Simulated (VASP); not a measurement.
# SnGe31 (I-43m) in VASP: a series of runs

One crystal, SnGe31, is run at these levels: PBE; tasks: relaxation of cell and atoms.

Program: VASP 6.6.1. These are calculated values, not measurements. Logs are shortened: lines on timing, memory, paths and dates and some standing lists are left out, and cuts for length are marked.

### 1 The crystal as given

Symmetry: I-43m, No. 217, cubic system. Conventional cell: a = 11.366 Å, b = 11.366 Å, c = 11.366 Å, α = 90.00°, β = 90.00°, γ = 90.00°. Sn (site symmetry -43m) is surrounded by 4 Ge at 2.46 Å. Ge (site symmetry m) has 4 Ge at 2.46 Å as nearest neighbours. Ge (site symmetry -42m) is surrounded by 4 Ge at 2.46 Å. Ge (site symmetry 3m) is surrounded by 3 Ge at 2.46 Å and 1 Sn at 2.46 Å. Ge (site symmetry m) is surrounded by 4 Ge at 2.46 Å.

The cell was built by a generator and needn't be a form met in nature.

### 2 Relaxation of cell and atoms, PBE

Input file INCAR:

```
SYSTEM = SnGe31
PREC = Accurate ; ENCUT = 600
EDIFF = 1E-6 ; ISMEAR = 0
SIGMA = 0.03 ; LREAL = Auto
LASPH = .TRUE. ; NELM = 80
ALGO = Normal ; ISIF = 3
LWAVE = .FALSE. ; LCHARG = .FALSE.
GGA = PE ; IBRION = 2
NSW = 90 ; EDIFFG = -0.01
KPAR = 4
```

Input file KPOINTS:

```
Automatic mesh
0
G
  4 4 4
  0 0 0
```

Input file POSCAR:

```
SnGe31
1.0
    5.6830970500     -5.6830970500      5.6830970500
    5.6830970500      5.6830970500     -5.6830970500
   -5.6830970500      5.6830970500      5.6830970500
Sn Ge
1 31
Direct
    0.2500000000      0.7500000000      0.0000000000
    0.5000000000      0.5000000000      0.0000000000
    0.7500000000      0.2500000000      0.0000000000
    0.0000000000      0.7500000000      0.2500000000
    0.0000000000      0.0000000000      0.0000000000
    0.2500000000      0.5000000000      0.2500000000
    0.5000000000      0.2500000000      0.2500000000
    0.7500000000      0.7500000000      0.5000000000
    0.7500000000      0.0000000000      0.2500000000
    0.0000000000      0.5000000000      0.5000000000
    0.2500000000      0.2500000000      0.5000000000
    0.5000000000      0.7500000000      0.7500000000
    0.5000000000      0.0000000000      0.5000000000
    0.7500000000      0.5000000000      0.7500000000
    0.0000000000      0.2500000000      0.7500000000
    0.2500000000      0.0000000000      0.7500000000
    0.5000000000      0.0000000000      0.2500000000
    0.7500000000      0.7500000000      0.2500000000
    0.0000000000      0.5000000000      0.2500000000
    0.2500000000      0.0000000000      0.5000000000
    0.2500000000      0.2500000000      0.2500000000
    0.5000000000      0.7500000000      0.5000000000
    0.7500000000      0.5000000000      0.5000000000
    0.0000000000      0.0000000000      0.7500000000
    0.0000000000      0.2500000000      0.5000000000
    0.2500000000      0.7500000000      0.7500000000
    0.5000000000      0.5000000000      0.7500000000
    0.7500000000      0.0000000000      0.0000000000
    0.7500000000      0.2500000000      0.7500000000
    0.0000000000      0.7500000000      0.0000000000
    0.2500000000      0.5000000000      0.0000000000
    0.5000000000      0.2500000000      0.0000000000
```

Potentials or basis: VASP PAW PBE potentials, release 64 (Sn_d, Ge_d).

Started as:

```bash
$ cat potpaw_PBE.64/Sn_d/POTCAR potpaw_PBE.64/Ge_d/POTCAR > POTCAR
$ mpirun -np 4 vasp_std > vasp.out
```

OUTCAR:

```text
SYSTEM = SnGe31
   PREC = Accurate
   ENCUT = 600
   EDIFF = 1E-6
   ISMEAR = 0
   LREAL = Auto
   LASPH = .TRUE.
   NELM = 80
   ISIF = 3
   GGA = PE
   IBRION = 2
   NSW = 90
   EDIFFG = -0.01

 ion  position               nearest neighbor table
   1  0.250  0.750  0.000-  17 2.46  26 2.46  30 2.46  31 2.46
   2  0.500  0.500  0.000-  18 2.46  27 2.46  31 2.46  32 2.46
   3  0.750  0.250  0.000-  19 2.46  28 2.46  29 2.46  32 2.46
   4  0.000  0.750  0.250-  18 2.46  19 2.46  20 2.46  30 2.46
   5  0.000  0.000  0.000-  21 2.46  24 2.46  28 2.46  30 2.46
   6  0.250  0.500  0.250-  19 2.46  21 2.46  22 2.46  31 2.46
[... 24 lines left out ...]
  31  0.250  0.500  0.000-   1 2.46   2 2.46   6 2.46  15 2.46
  32  0.500  0.250  0.000-   2 2.46   3 2.46   7 2.46  16 2.46

  LATTYP: Found a body centered cubic cell.
 ALAT       =    11.3661941000

  Lattice vectors:

 A1 = (   5.6830970500,  -5.6830970500,   5.6830970500)
 A2 = (   5.6830970500,   5.6830970500,  -5.6830970500)
 A3 = (  -5.6830970500,   5.6830970500,   5.6830970500)

Analysis of symmetry for initial positions (statically):
=====================================================================
 Subroutine PRICEL returns:
 Original cell was already a primitive cell.

 Routine SETGRP: Setting up the symmetry group for a
 body centered cubic supercell.

 Subroutine GETGRP returns: Found 24 space group operations
 (whereof  2 operations were pure point group operations)
 out of a pool of 48 trial point group operations.

The static configuration has the point symmetry C_1h.
 The point group associated with its full space group is T_d .

Analysis of symmetry for dynamics (positions and initial velocities):
=====================================================================
 Subroutine PRICEL returns:
 Original cell was already a primitive cell.

 Routine SETGRP: Setting up the symmetry group for a
 body centered cubic supercell.

 Subroutine GETGRP returns: Found 24 space group operations
 (whereof  2 operations were pure point group operations)
 out of a pool of 48 trial point group operations.

The dynamic configuration has the point symmetry C_1h.
 The point group associated with its full space group is T_d .

 Subroutine INISYM returns: Found 24 space group operations
 (whereof  2 operations are pure point group operations),
 and found     1 'primitive' translations

----------------------------------------------------------------------------------------

                                     Primitive cell

  volume of cell :     734.2014

  direct lattice vectors                    reciprocal lattice vectors
     5.683097050 -5.683097050  5.683097050     0.087980197  0.000000000  0.087980197
     5.683097050  5.683097050 -5.683097050     0.087980197  0.087980197  0.000000000
    -5.683097050  5.683097050  5.683097050     0.000000000  0.087980197  0.087980197

  length of vectors
     9.843412835  9.843412835  9.843412835     0.124422788  0.124422788  0.124422788

  position of ions in fractional coordinates (direct lattice)
     0.250000000  0.750000000  0.000000000
     0.500000000  0.500000000  0.000000000
     0.750000000  0.250000000  0.000000000
     0.000000000  0.750000000  0.250000000
     0.000000000  0.000000000  0.000000000
     0.250000000  0.500000000  0.250000000
[... 24 lines left out ...]
     0.250000000  0.500000000  0.000000000
     0.500000000  0.250000000  0.000000000

  ion indices of the primitive-cell ions
   primitive index   ion index
                 1           1
                 2           2
                 3           3
                 4           4
                 5           5
                 6           6
[... 24 lines left out ...]
                31          31
                32          32

----------------------------------------------------------------------------------------

 KPOINTS: Automatic mesh

Automatic generation of k-mesh.
 Grid dimensions read from file:
 generate k-points for:    4    4    4

 Generating k-lattice:

[... 38 lines left out ...]
  energy-cutoff  :      600.00
  volume of cell :      734.20
 maximum number of plane-waves:     24563
 NGX is ok and might be reduce to    80
   NGX = 39   NGY = 39   NGZ = 39

--------------------------------------- Ionic step        1  -------------------------------------------

 number of electron     447.9999661 magnetization

 Free energy of the ion-electron system (eV)
  ---------------------------------------------------
  ext. energy  EPLUGINS =         0.00000000
  ---------------------------------------------------
  free energy    TOTEN  =      -142.85141455 eV

  energy without entropy =     -142.85064842  energy(sigma->0) =     -142.85103149

 E-fermi :   5.0619     XC(G=0):  -9.8911

 val. band max:        5.0519895172   @ k =   0.0000   0.0000   0.0000
 cond. band min:       5.1590381379   @ k =   0.5000   0.5000   0.5000
 fundamental gap:      0.1070486207
 Fermi energy:         5.0618559713

 k-point     1 :       0.0000    0.0000    0.0000
  band No.  band energies     occupation
      1     -19.8047      2.00000
      2     -19.8047      2.00000
      3     -19.8046      2.00000
      4     -19.8046      2.00000
      5     -19.8046      2.00000
      6     -19.8031      2.00000
[... 1901 lines left out ...]
    235       7.7300      0.00000
    236       7.7300      0.00000
 [bands above 236 left out]

------------------------ aborting loop because EDIFF is reached ----------------------------------------

  FORCE on cell =-STRESS in cart. coord.  units (eV):
  Direction    XX          YY          ZZ          XY          YZ          ZX
  --------------------------------------------------------------------------------------
  -------------------------------------------------------------------------------------
  Total       17.9491137     17.9491137     17.9491137      0.0000000      0.0000000     -0.0000000
  in kB       39.1686301     39.1686301     39.1686301      0.0000000      0.0000000     -0.0000000
  external PRESSURE =      39.1686301 kB  Pullay stress =       0.0000000 kB
[... 179 lines left out ...]
  FREE ENERGIE OF THE ION-ELECTRON SYSTEM (eV)
  ---------------------------------------------------
  free  energy   TOTEN  =      -143.6166918928 eV

  energy  without entropy=     -143.6153847445  energy(sigma->0) =     -143.61603832

[... ionic steps 4 to 17 ...]

--------------------------------------- Ionic step       18  -------------------------------------------

 number of electron     448.0000129 magnetization

------------------------ aborting loop because EDIFF is reached ----------------------------------------
[... 127 lines left out ...]
--------------------------------------- Ionic step       20  -------------------------------------------

 number of electron     448.0000131 magnetization

 Free energy of the ion-electron system (eV)
  ---------------------------------------------------
  ext. energy  EPLUGINS =         0.00000000
  ---------------------------------------------------
  free energy    TOTEN  =      -143.71690174 eV

  energy without entropy =     -143.71573513  energy(sigma->0) =     -143.71631843

 E-fermi :   4.4695     XC(G=0):  -9.6275

 val. band max:        4.4561492141   @ k =   0.5000   0.5000   0.5000
 cond. band min:       4.5132495233   @ k =   0.0000   0.0000   0.0000
 fundamental gap:      0.0571003092
 Fermi energy:         4.4695364589

 k-point     1 :       0.0000    0.0000    0.0000
  band No.  band energies     occupation
      1     -20.2898      2.00000
      2     -20.2846      2.00000
      3     -20.2846      2.00000
      4     -20.2846      2.00000
      5     -20.2842      2.00000
      6     -20.2842      2.00000
[... 1901 lines left out ...]
    235       7.0206      0.00000
    236       7.0206      0.00000
 [bands above 236 left out]

------------------------ aborting loop because EDIFF is reached ----------------------------------------

  FORCE on cell =-STRESS in cart. coord.  units (eV):
  Direction    XX          YY          ZZ          XY          YZ          ZX
  --------------------------------------------------------------------------------------
  -------------------------------------------------------------------------------------
  Total        0.0064701      0.0064701      0.0064701     -0.0000000     -0.0000000     -0.0000000
  in kB        0.0133398      0.0133398      0.0133398     -0.0000000     -0.0000000     -0.0000000
  external PRESSURE =       0.0133398 kB  Pullay stress =       0.0000000 kB
[... 47 lines left out ...]
  FREE ENERGIE OF THE ION-ELECTRON SYSTEM (eV)
  ---------------------------------------------------
  free  energy   TOTEN  =      -143.7169017351 eV

  energy  without entropy=     -143.7157351271  energy(sigma->0) =     -143.71631843

 reached required accuracy - stopping structural energy minimisation
```

It took 2.3 h on 4 MPI ranks of Intel Xeon 6975P-C (Granite Rapids), shared host; peak memory 1.9 GiB.

What came out:

| Property | Result |
| --- | --- |
| Free energy | -143.7169 eV |
| Relaxed volume | 24.28 Å³/atom |
| Relaxed cell | a = 10.031 Å, b = 10.031 Å, c = 10.031 Å, α = 109.47°, β = 109.47°, γ = 109.47° |
| Space group after relaxing (to 0.05 Å) | I-43m (No. 217) |
| Energy gained by relaxing | 27.0 meV/atom |
| Ionic steps | 20 |
| Pressure after relaxing | 0.0 GPa |
| Band gap on the k mesh | none (metal or under the smearing width) |

Step by step:
```tsv
step	energy change (eV)	largest force (eV/Å)	pressure (GPa)	volume (Å³)
1	0.0000	1.6249	3.92	734.20
2	-0.7295	0.3249	-1.23	795.43
3	-0.7653	0.5240	-0.40	783.63
4	-0.8249	0.2456	-0.14	779.24
5	-0.8481	0.1208	0.22	773.85
6	-0.8607	0.0697	0.03	776.76
7	-0.8622	0.0693	-0.10	778.21
8	-0.8640	0.0182	-0.01	776.37
9	-0.8640	0.0201	0.03	775.94
10	-0.8640	0.0195	0.05	776.04
11	-0.8640	0.0187	0.05	776.20
12	-0.8647	0.0173	0.05	776.80
13	-0.8648	0.0409	-0.04	777.69
14	-0.8649	0.0276	-0.07	777.38
15	-0.8651	0.0327	-0.04	777.14
16	-0.8652	0.0360	-0.02	776.93
17	-0.8651	0.0419	0.00	776.52
18	-0.8652	0.0373	0.02	776.80
19	-0.8654	0.0244	0.01	776.92
20	-0.8655	0.0084	0.00	777.09
```

Final structure:
```yaml
crystal:
  lattice:
    - [5.79168, -5.79168, 5.79168]
    - [5.79168, 5.79168, -5.79168]
    - [-5.79168, 5.79168, 5.79168]
  atoms:
    - { symbol: Sn, position: [0.25000, 0.75000, 0.00000] }
    - { symbol: Ge, position: [0.50145, 0.49770, 0.00000] }
    - { symbol: Ge, position: [0.75000, 0.25000, 0.00000] }
    - { symbol: Ge, position: [0.99770, 0.75000, 0.25145] }
    - { symbol: Ge, position: [0.99770, 0.00145, 0.00000] }
    - { symbol: Ge, position: [0.25000, 0.49770, 0.25145] }
    - { symbol: Ge, position: [0.50230, 0.25375, 0.25230] }
    - { symbol: Ge, position: [0.75000, 0.75000, 0.50000] }
    - { symbol: Ge, position: [0.75375, 0.00230, 0.25230] }
    - { symbol: Ge, position: [0.99855, 0.49855, 0.49625] }
    - { symbol: Ge, position: [0.25000, 0.25000, 0.50000] }
    - { symbol: Ge, position: [0.50145, 0.75000, 0.74770] }
    - { symbol: Ge, position: [0.50230, 0.00230, 0.50375] }
    - { symbol: Ge, position: [0.74625, 0.49855, 0.74855] }
    - { symbol: Ge, position: [0.99855, 0.24625, 0.74855] }
    - { symbol: Ge, position: [0.25000, 0.00145, 0.74770] }
    - { symbol: Ge, position: [0.51267, 0.01267, 0.26267] }
    - { symbol: Ge, position: [0.74886, 0.75000, 0.25107] }
    - { symbol: Ge, position: [0.99893, 0.49893, 0.24779] }
    - { symbol: Ge, position: [0.25000, 0.00107, 0.49886] }
    - { symbol: Ge, position: [0.25000, 0.24886, 0.25107] }
    - { symbol: Ge, position: [0.50107, 0.75000, 0.49886] }
    - { symbol: Ge, position: [0.75114, 0.50221, 0.50114] }
    - { symbol: Ge, position: [0.99893, 0.99779, 0.74893] }
    - { symbol: Ge, position: [0.00221, 0.25114, 0.50114] }
    - { symbol: Ge, position: [0.25000, 0.75000, 0.73733] }
    - { symbol: Ge, position: [0.49779, 0.49893, 0.74893] }
    - { symbol: Ge, position: [0.74886, 0.00107, 0.00000] }
    - { symbol: Ge, position: [0.75114, 0.25114, 0.75221] }
    - { symbol: Ge, position: [0.98733, 0.75000, 0.00000] }
    - { symbol: Ge, position: [0.25000, 0.48733, 0.00000] }
    - { symbol: Ge, position: [0.50107, 0.24886, 0.00000] }
```

Levels at points of the mesh, in eV from the Fermi level:
| k point | band 222 | band 223 | band 224 | band 225 | band 226 | band 227 |
| --- | --- | --- | --- | --- | --- | --- |
| (0.00, 0.00, 0.00) | -0.50 | 0.04 | 0.04 | 0.04 | 0.83 | 0.83 |
| (0.50, 0.00, 0.00) | -1.38 | -0.37 | -0.27 | 1.15 | 1.24 | 1.41 |
| (0.50, 0.50, 0.50) | -1.15 | -1.15 | -1.15 | -0.01 | -0.01 | -0.01 |

### 3 Relaxation of cell and atoms, PBE

This run uses another cell than the first one, of 24.28 Å³/atom, 1.058 times its volume.

Input file INCAR:

```
SYSTEM = SnGe31
PREC = Accurate ; ENCUT = 600
EDIFF = 1E-7 ; ISMEAR = 0
SIGMA = 0.03 ; LREAL = Auto
LASPH = .TRUE. ; NELM = 80
ALGO = Normal ; ISIF = 3
LWAVE = .FALSE. ; LCHARG = .FALSE.
GGA = PE ; IBRION = 2
NSW = 90 ; EDIFFG = -0.005
KPAR = 4
```

KPOINTS is that of step 2.

Input file POSCAR:

```
SnGe31                                  
1.0
    5.7916758374     -5.7916758374      5.7916758374
    5.7916758374      5.7916758374     -5.7916758374
   -5.7916758374      5.7916758374      5.7916758374
  Sn              Ge            
     1    31
Direct
     0.2500000000000000    0.7500000000000000    0.0000000000000000
     0.5014499097084741    0.4977001906586495    0.0000000000000000
     0.7500000000000000    0.2500000000000000    0.0000000000000000
     0.9977001906586497    0.7500000000000000    0.2514499097084739
     0.9977001906586497    0.0014499097084739    0.0000000000000000
     0.2500000000000000    0.4977001906586495    0.2514499097084739
     0.5022998093413503    0.2537497190498246    0.2522998093413505
     0.7500000000000000    0.7500000000000000    0.5000000000000000
     0.7537497190498244    0.0022998093413505    0.2522998093413505
     0.9985500902915259    0.4985500902915261    0.4962502809501754
     0.2500000000000000    0.2500000000000000    0.5000000000000000
     0.5014499097084741    0.7500000000000000    0.7477001906586497
     0.5022998093413503    0.0022998093413505    0.5037497190498244
     0.7462502809501756    0.4985500902915261    0.7485500902915260
     0.9985500902915259    0.2462502809501755    0.7485500902915260
     0.2500000000000000    0.0014499097084739    0.7477001906586497
     0.5126714783145535    0.0126714783145535    0.2626714783145535
     0.7488571425041037    0.7500000000000000    0.2510697389389610
     0.9989302610610390    0.4989302610610390    0.2477874035651429
     0.2500000000000000    0.0010697389389609    0.4988571425041038
     0.2500000000000000    0.2488571425041039    0.2510697389389610
     0.5010697389389610    0.7500000000000000    0.4988571425041038
     0.7511428574958963    0.5022125964348569    0.5011428574958963
     0.9989302610610390    0.9977874035651431    0.7489302610610390
     0.0022125964348570    0.2511428574958961    0.5011428574958963
     0.2500000000000000    0.7500000000000000    0.7373285216854465
     0.4977874035651431    0.4989302610610390    0.7489302610610390
     0.7488571425041037    0.0010697389389609    0.0000000000000000
     0.7511428574958963    0.2511428574958961    0.7522125964348569
     0.9873285216854465    0.7500000000000000    0.0000000000000000
     0.2500000000000000    0.4873285216854465    0.0000000000000000
     0.5010697389389610    0.2488571425041039    0.0000000000000000
```

Potentials or basis: VASP PAW PBE potentials, release 64 (Sn_d, Ge_d).

Started as:

```bash
$ cat potpaw_PBE.64/Sn_d/POTCAR potpaw_PBE.64/Ge_d/POTCAR > POTCAR
$ mpirun -np 4 vasp_std > vasp.out
```

Run time: 50 min. Hardware: 4 MPI ranks of Intel Xeon 6975P-C (Granite Rapids), shared host; peak memory 1.9 GiB.

The run converged. Its results:

| Quantity | Value |
| --- | --- |
| Free energy | -143.7201 eV |
| Relaxed volume | 24.27 Å³/atom |
| Relaxed cell | a = 10.029 Å, b = 10.029 Å, c = 10.029 Å, α = 109.47°, β = 109.47°, γ = 109.47° |
| Space group after relaxing (to 0.05 Å) | I-43m (No. 217) |
| Energy gained by relaxing | 0.0 meV/atom |
| Ionic steps | 8 |
| Pressure after relaxing | 0.0 GPa |
| Band gap on the k mesh | none (metal or under the smearing width) |

Final structure:
```
CELL_PARAMETERS angstrom
5.79032 -5.79032 5.79032
5.79032 5.79032 -5.79032
-5.79032 5.79032 5.79032
ATOMIC_POSITIONS crystal
Sn 0.25000 0.75000 0.00000
Ge 0.50148 0.49771 0.00000
Ge 0.75000 0.25000 0.00000
Ge 0.99771 0.75000 0.25148
Ge 0.99771 0.00148 0.00000
Ge 0.25000 0.49771 0.25148
Ge 0.50229 0.25378 0.25229
Ge 0.75000 0.75000 0.50000
Ge 0.75378 0.00229 0.25229
Ge 0.99852 0.49852 0.49622
Ge 0.25000 0.25000 0.50000
Ge 0.50148 0.75000 0.74771
Ge 0.50229 0.00229 0.50378
Ge 0.74622 0.49852 0.74852
Ge 0.99852 0.24622 0.74852
Ge 0.25000 0.00148 0.74771
Ge 0.51278 0.01278 0.26278
Ge 0.74887 0.75000 0.25109
Ge 0.99891 0.49891 0.24778
Ge 0.25000 0.00109 0.49887
Ge 0.25000 0.24887 0.25109
Ge 0.50109 0.75000 0.49887
Ge 0.75113 0.50222 0.50113
Ge 0.99891 0.99778 0.74891
Ge 0.00222 0.25113 0.50113
Ge 0.25000 0.75000 0.73722
Ge 0.49778 0.49891 0.74891
Ge 0.74887 0.00109 0.00000
Ge 0.75113 0.25113 0.75222
Ge 0.98722 0.75000 0.00000
Ge 0.25000 0.48722 0.00000
Ge 0.50109 0.24887 0.00000
```

Levels at points of the mesh, in eV from the Fermi level:
| k point | band 221 | band 222 | band 223 | band 224 | band 225 | band 226 | band 227 | band 228 |
| --- | --- | --- | --- | --- | --- | --- | --- | --- |
| (0.00, 0.00, 0.00) | -1.23 | -0.50 | 0.04 | 0.04 | 0.04 | 0.83 | 0.83 | 0.83 |
| (0.50, 0.00, 0.00) | -1.55 | -1.38 | -0.37 | -0.27 | 1.15 | 1.23 | 1.41 | 1.43 |
| (0.50, 0.50, 0.50) | -1.30 | -1.15 | -1.15 | -1.15 | -0.01 | -0.01 | -0.01 | 0.17 |
